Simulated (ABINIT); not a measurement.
# Quasiparticle gap of ZnSe (Stilleite) in ABINIT

How does a plane-wave GW calculation on ZnSe (Stilleite) run from the first input to the gap?

Program: ABINIT 10.8.3. Level of theory: LDA and many-body steps on it, plane waves. Results are calculated unless marked as measured.

**What was measured.**

- Gap 2.695 ± 0.003 eV: excitonic gap from free-exciton PL, not corrected for exciton binding; photoluminescence; 300 K; bulk crystal (Bridgman-grown crystal, polished and etched) (“Alloy Disordering Effects on the Thermal Conductivity and Energy Gap Temperature Dependence of Cd1−xZnxSe Ternary Crystals Grown by the Bridgman Method”, 2023, pmc:10253836).

## Step 1: Set-up

The structure is cubic, space group F-43m (No. 216). The conventional cell has a = 5.668 Å, b = 5.668 Å, c = 5.668 Å, α = 90.00°, β = 90.00°, γ = 90.00°. Nearest to Zn lie 4 Se at 2.45 Å. Nearest to Se lie 4 Zn at 2.45 Å. Farther neighbours and most contacts between anions are not listed.

The cell and positions come from the Crystallography Open Database and are kept as given unless a step says otherwise.

## Step 2: Ground state

This step: ABINIT 10.8.3; DFT, LDA, plane waves, norm-conserving pseudopotentials.

The ground-state density comes first.

The input, run.abi:

```
acell 3*1.0 Angstrom
rprim 
  -0.000000000000 2.833800000000 2.833800000000
  2.833800000000 -0.000000000000 2.833800000000
  2.833800000000 2.833800000000 0.000000000000
ntypat 2
znucl 30 34
natom 2
typat 1 2
xred 
  0.000000000000 0.000000000000 0.000000000000
  0.250000000000 0.250000000000 0.250000000000
pp_dirpath "pseudos"
pseudos "Zn.upf, Se.upf"
ecut 48
ngkpt 6 6 6
nshiftk 1
shiftk 0 0 0
kptopt 1
chksymbreak 0
nband 27
occopt 1
tolvrs 1e-10
nstep 60
prtwf 0
indata_prefix "in"
outdata_prefix "out"
tmpdata_prefix "tmp"
```

Command:

```sh
$ OMP_NUM_THREADS=1 mpirun -n 4 abinit run.abi > log
```

Numbers of over 12 decimals in the logs are rounded to 6 here.

The log of the run:

```text
.Version 10.8.3 of ABINIT. v10.8.2 released Aug 2026.

 Symmetries : space group F-4 3 m (#216); Bravais cF (face-center cubic)
================================================================================
 Values of the parameters that define the memory need of the present run
     intxc =       0    ionmov =       0      iscf =       7    lmnmax =       6
     lnmax =       6     mgfft =      48  mpssoang =       3    mqgrid =    3001
     natom =       2  nloc_mem =       1    nspden =       1   nspinor =       1
    nsppol =       1      nsym =      24    n1xccc =    2501    ntypat =       2
    occopt =       1   xclevel =       1
-    mband =          27        mffmem =           1         mkmem =           4
       mpw =        4897          nfft =      110592          nkpt =          16
================================================================================
  Rough estimation (10% accuracy) of disk space for files :
================================================================================

--------------------------------------------------------------------------------
------------- Echo of variables that govern the present computation ------------
--------------------------------------------------------------------------------
 -outvars: echo values of preprocessed input variables --------
            acell      1.8897261259E+00  1.8897261259E+00  1.8897261259E+00 Bohr

      chksymbreak           0
             ecut      4.80000000E+01 Hartree
-          fftalg         312

              ixc       -1012
              kpt      0.00000000E+00  0.00000000E+00  0.00000000E+00
                       1.66666667E-01  0.00000000E+00  0.00000000E+00
                       3.33333333E-01  0.00000000E+00  0.00000000E+00
                       5.00000000E-01  0.00000000E+00  0.00000000E+00
                       1.66666667E-01  1.66666667E-01  0.00000000E+00
                       3.33333333E-01  1.66666667E-01  0.00000000E+00
                       5.00000000E-01  1.66666667E-01  0.00000000E+00
                      -3.33333333E-01  1.66666667E-01  0.00000000E+00
                      -1.66666667E-01  1.66666667E-01  0.00000000E+00
   [... 5 further rows ...]
                      -3.33333333E-01  3.33333333E-01  1.66666667E-01
                      -3.33333333E-01  5.00000000E-01  1.66666667E-01
         kptrlatt        6    0    0      0    6    0      0    0    6
          kptrlen      4.54395803E+01
P           mkmem           4
            natom           2
            nband          27
            ngfft          48      48      48
             nkpt          16
            nstep          60
             nsym          24
           ntypat           2
              occ      2.000000  2.000000  2.000000  2.000000  2.000000  2.000000
                       2.000000  2.000000  2.000000  2.000000  2.000000  2.000000
                       2.000000  2.000000  2.000000  2.000000  2.000000  2.000000
                       2.000000  2.000000  2.000000  2.000000  0.000000  0.000000
[...]
prtwf           0
            rprim     -0.0000000000E+00  2.8338000000E+00  2.8338000000E+00
[...]
spgroup         216

           tolvrs      1.00000000E-10

             xred      0.0000000000E+00  0.0000000000E+00  0.0000000000E+00
[...]
znucl       30.00000   34.00000

================================================================================

 chkinp: Checking input parameters for consistency.

================================================================================
== DATASET  1 ==================================================================
-   mpi_nproc: 4, omp_nthreads: 1 (-1 if OMP is not activated)

--- !DatasetInfo
iteration_state: {dtset: 1, }
dimensions: {natom: 2, nkpt: 16, mband: 27, nsppol: 1, nspinor: 1, nspden: 1, mpw: 4897, }
cutoff_energies: {ecut:  48.0, pawecutdg:  -1.0, }
electrons: {nelect:   4.40000000E+01, charge:   0.00000000E+00, occopt:   1.00000000E+00, tsmear:   1.00000000E-02, }

 Real(R)+Recip(G) space primitive vectors, cartesian coordinates (Bohr,Bohr^-1):
 R(1)=  0.0000000  5.3551059  5.3551059  G(1)= -0.0933688  0.0933688  0.0933688
 R(2)=  5.3551059  0.0000000  5.3551059  G(2)=  0.0933688 -0.0933688  0.0933688
 R(3)=  5.3551059  5.3551059  0.0000000  G(3)=  0.0933688  0.0933688 -0.0933688
 Unit cell volume ucvol=  3.0713845E+02 bohr^3
 Angles (23,13,12)=  6.00000000E+01  6.00000000E+01  6.00000000E+01 degrees

 getcut: wavevector=  0.0000  0.0000  0.0000  ngfft=  48  48  48
         ecut(hartree)=     48.000   => boxcut(ratio)=   2.03223

--- Pseudopotential description ------------------------------------------------
- Zn Generated using ONCVPSP code by D. R. Hamann
- 30.00000  20.00000  180309                  znucl, zion, pspdat
12 -1012 2 -1 1296                            pspcod,pspxc,lmax,lloc,mmax
     nproj     2     2     2
  pspatm : epsatm=   26.73031766
         --- l  ekb(1:nproj) -->
[...]
pspatm: atomic psp has been read  and splines computed

- Se Generated using ONCVPSP code by D. R. Hamann
- 34.00000  24.00000  180309                  znucl, zion, pspdat
12 -1012 2 -1 1198                            pspcod,pspxc,lmax,lloc,mmax
     nproj     2     2     2
  pspatm : epsatm=   25.89836092
         --- l  ekb(1:nproj) -->
[...]
pspatm: atomic psp has been read  and splines computed

   2.31566186E+03                                ecore*ucvol(ha*bohr**3)
--------------------------------------------------------------------------------

_setup2: Arith. and geom. avg. npw (full set) are    4879.338    4879.326

================================================================================

--- !BeginCycle
iteration_state: {dtset: 1, }
solver: {iscf: 7, nstep: 60, nline: 4, wfoptalg: 0, }
tolerances: {tolvrs: 1.00E-10, }

     iter   Etot(hartree)      deltaE(h)  residm     vres2
 ETOT  1  -548.13932303559    -5.481E+02 8.793E-01 4.461E+03
 ETOT  2  -549.51355436248    -1.374E+00 4.090E-02 7.555E+03
 ETOT  3  -550.33840863844    -8.249E-01 8.604E-03 9.996E+02
 ETOT  4  -550.40301611023    -6.461E-02 1.614E-02 4.102E+02
 ETOT  5  -550.44073001420    -3.771E-02 1.058E-03 7.005E+01
 ETOT  6  -550.44859076216    -7.861E-03 1.663E-03 2.110E-01
 ETOT  7  -550.44857908346     1.168E-05 7.629E-04 2.831E-01
 ETOT  8  -550.44858902821    -9.945E-06 4.704E-04 2.111E-01
 ETOT  9  -550.44861534944    -2.632E-05 1.768E-04 4.316E-04
 ETOT 10  -550.44861541411    -6.466E-08 6.572E-05 2.204E-06
 ETOT 11  -550.44861541441    -3.060E-10 2.589E-05 2.508E-08
 ETOT 12  -550.44861541441     2.501E-12 1.332E-05 7.536E-09
 ETOT 13  -550.44861541438     3.058E-11 5.807E-06 4.117E-12

 At SCF step   13       vres2   =  4.12E-12 < tolvrs=  1.00E-10 =>converged.

 Cartesian components of stress tensor (hartree/bohr^3)
  sigma(1 1)=  1.56530721E-04  sigma(3 2)=  0.00000000E+00
  sigma(2 2)=  1.56530721E-04  sigma(3 1)=  0.00000000E+00
  sigma(3 3)=  1.56530721E-04  sigma(2 1)=  0.00000000E+00

--- !ResultsGS
iteration_state: {dtset: 1, }
comment   : Summary of ground state results
lattice_vectors:
- [ -0.0000000,   5.3551059,   5.3551059, ]
- [  5.3551059,  -0.0000000,   5.3551059, ]
- [  5.3551059,   5.3551059,   0.0000000, ]
lattice_lengths: [   7.57326,    7.57326,    7.57326, ]
lattice_angles: [ 60.000,  60.000,  60.000, ] # degrees, (23, 13, 12)
lattice_volume:   3.0713845E+02
convergence: {deltae:  3.058E-11, res2:  4.117E-12, residm:  5.807E-06, diffor: null, }
etotal    :  -5.50448615E+02
entropy   :   0.00000000E+00
fermie    :   1.39712178E-01
cartesian_stress_tensor: # hartree/bohr^3
- [  1.56530721E-04,   0.00000000E+00,   0.00000000E+00, ]
- [  0.00000000E+00,   1.56530721E-04,   0.00000000E+00, ]
- [  0.00000000E+00,   0.00000000E+00,   1.56530721E-04, ]
pressure_GPa:  -4.6053E+00
xred      :
- [  0.0000E+00,   0.0000E+00,   0.0000E+00, Zn]
- [  2.5000E-01,   2.5000E-01,   2.5000E-01, Se]
cartesian_forces: # hartree/bohr
- [  4.91033493E-31,  -2.94620096E-31,   9.82066985E-32, ]
- [ -4.91033493E-31,   2.94620096E-31,  -9.82066985E-32, ]
force_length_stats: {min:   5.80998664E-31, max:   5.80998664E-31, mean:   5.80998664E-31, }

 Integrated electronic density in atomic spheres:
 ------------------------------------------------
 Atom  Sphere_radius  Integrated_density
    1        2.00000         18.12110404
    2        2.00000         21.26224152
================================================================================

 ----iterations are completed or convergence reached----

 Mean square residual over all n,k,spin=   13.442E-09; max=  58.066E-07
 reduced coordinates (array xred) for    2 atoms
       0.000000000000      0.000000000000      0.000000000000
       0.250000000000      0.250000000000      0.250000000000
 rms dE/dt=  2.8483E-30; max dE/dt=  6.3109E-30; dE/dt below (all hartree)
    1       0.000000000000      0.000000000000      0.000000000000
    2      -0.000000000000      0.000000000000      0.000000000000

 cartesian coordinates (angstrom) at end:
    1      0.000000     0.000000     0.000000
    2      1.416900     1.416900     1.416900

 cartesian forces (hartree/bohr) at end:
    1      0.000000    -0.000000     0.000000
    2     -0.000000     0.000000    -0.000000
 frms,max,avg= 3.3543973E-31 4.9103349E-31   0.000E+00  0.000E+00  0.000E+00 h/b

 cartesian forces (eV/Angstrom) at end:
    1      0.000000    -0.000000     0.000000
    2     -0.000000     0.000000    -0.000000
 frms,max,avg= 1.7249005E-29 2.5249957E-29   0.000E+00  0.000E+00  0.000E+00 e/A
 length scales=  1.889726125908  1.889726125908  1.889726125908 bohr
              =  1.000000000000  1.000000000000  1.000000000000 angstroms
 prteigrs : about to open file out_EIG
 Fermi (or HOMO) energy (hartree) =   0.13971   Average Vxc (hartree)=  -0.37927
 Eigenvalues (hartree) for nkpt=  16  k points:
 kpt#   1, nband= 27, wtk=  0.00463, kpt=  0.0000  0.0000  0.0000 (reduced coord)
  -7.44107   -5.23747   -5.23747   -5.23747   -4.43483   -2.76711   -2.76711   -2.76711
  -1.58857   -1.58857   -1.58857   -1.58840   -1.58840   -0.34985   -0.10483   -0.10483
  -0.10483   -0.09159   -0.09159    0.13971    0.13971    0.13971    0.17747    0.34982
   0.34982    0.34982    0.49385
 prteigrs : prtvol=0 or 1, do not print more k-points.

--- !EnergyTerms
iteration_state     : {dtset: 1, }
comment             : Components of total free energy in Hartree
kinetic             :  2.38148548481601E+02
hartree             :  2.28792543775108E+02
xc                  : -5.44826115731505E+01
Ewald energy        : -2.44845014170202E+02
psp_core            :  7.53947241724703E+00
local_psp           : -5.89314077751648E+02
non_local_psp       : -1.36287476593332E+02
total_energy        : -5.50448615414378E+02
total_energy_eV     : -1.49784698826061E+04
band_energy         : -8.89827684966753E+01

 Cartesian components of stress tensor (hartree/bohr^3)
  sigma(1 1)=  1.56530721E-04  sigma(3 2)=  0.00000000E+00
  sigma(2 2)=  1.56530721E-04  sigma(3 1)=  0.00000000E+00
  sigma(3 3)=  1.56530721E-04  sigma(2 1)=  0.00000000E+00

-Cartesian components of stress tensor (GPa)         [Pressure= -4.6053E+00 GPa]
- sigma(1 1)=  4.60529281E+00  sigma(3 2)=  0.00000000E+00
- sigma(2 2)=  4.60529281E+00  sigma(3 1)=  0.00000000E+00
- sigma(3 3)=  4.60529281E+00  sigma(2 1)=  0.00000000E+00

== END DATASET(S) ==============================================================
================================================================================

 -outvars: echo values of variables after computation  --------
           etotal     -5.5044861541E+02
            nband          27
             nkpt          16
          spgroup         216
 [... the other variables as echoed above ...]

 Calculation completed.
```

It took 26 s on 4 MPI ranks of Arm Neoverse V1, shared host; peak memory 0.35 GiB.

This step gave:

| Property | Result |
| --- | --- |
| total energy | -14978.4699 eV |
| gap | 1.028 eV |
| k of the valence top | 0, 0, 0 |
| k of the conduction bottom | 0, 0, 0 |
| least direct gap | 1.028 eV |
| pressure | -4.605 GPa |

The gap is direct, at Γ.

The cutoff was set for levels, not for stress, so the pressure can be off by some GPa.

(Part 1 of 3 ends here.)

[Paths, hosts, dates, memory and timing lines, banners, echoed tables and standing remarks are left out of the program output.]

[Logs are printed without paths, hosts, clocks, repeated set-up lines and the standing remarks that a program may print on its own settings, such as how far it seeks lower states.]

[Runs of the session that timed out or met a known fault of the program may be left out.]

[Hosts, paths, dates, database ids (printed as entryN), source tags and the programs' standing remarks are cut or masked in the printed files.]

[G0W0 gaps are taken among the corrected bands and points alone; a level outside them can change the order at an edge.]

[Where Ansatz stands beside ABINIT at settings called matched, ABINIT's density can come from a denser mesh and the files from another edition; pairs whose starting gaps differed by over 0.03 eV were left out, so agreement reads better than it is.]
